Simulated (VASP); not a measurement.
Here is a VASP 6.6.1 calculation.

File INCAR:

```
PREC = Accurate
ENCUT = 600
EDIFF = 1E-6
ISMEAR = 1
SIGMA = 0.1
LREAL = False
LASPH = True
NELM = 80
ALGO = Normal
ISIF = 3
LWAVE = False
LCHARG = False
GGA = PE
IBRION = 2
NSW = 90
EDIFFG = -0.01
KPAR = 2
```

KPOINTS

```
Automatic mesh
0
Gamma
  10 10 10
```

File POSCAR:

```
Mg2Sn
1.0
    0.0000000000      3.3695000000      3.3695000000
    3.3695000000      0.0000000000      3.3695000000
    3.3695000000      3.3695000000      0.0000000000
Mg Sn
2 1
Direct
    0.2500000000      0.2500000000      0.2500000000
    0.7500000000      0.7500000000      0.7500000000
    0.0000000000      0.0000000000      0.0000000000
```

Potentials or basis: VASP PAW PBE potentials, release 64 (Mg, Sn_d).

The run is started by

```console
$ cat potpaw_PBE.64/Mg/POTCAR potpaw_PBE.64/Sn_d/POTCAR > POTCAR
$ mpirun -np 2 vasp_std > vasp.out
```

Q: Estimate the relaxed cell.

A: a = 4.817 Å, b = 4.817 Å, c = 4.817 Å, α = 60.00°, β = 60.00°, γ = 60.00°.

Q: What does it give for the band gap on the k mesh?

A: None (metal or under the smearing width).

The path:
| step | energy change (eV) | largest force (eV/Å) | pressure (GPa) | volume (Å³) |
| --- | --- | --- | --- | --- |
| 1 | 0.0000 | 0.0000 | 1.41 | 76.51 |
| 2 | -0.0100 | 0.0000 | -0.03 | 79.02 |

Caveat: this crystal is a semiconductor, whose small gap the functional closes, so the metal is an error of the method. PBE usually gives volumes a little too large and moduli too small.
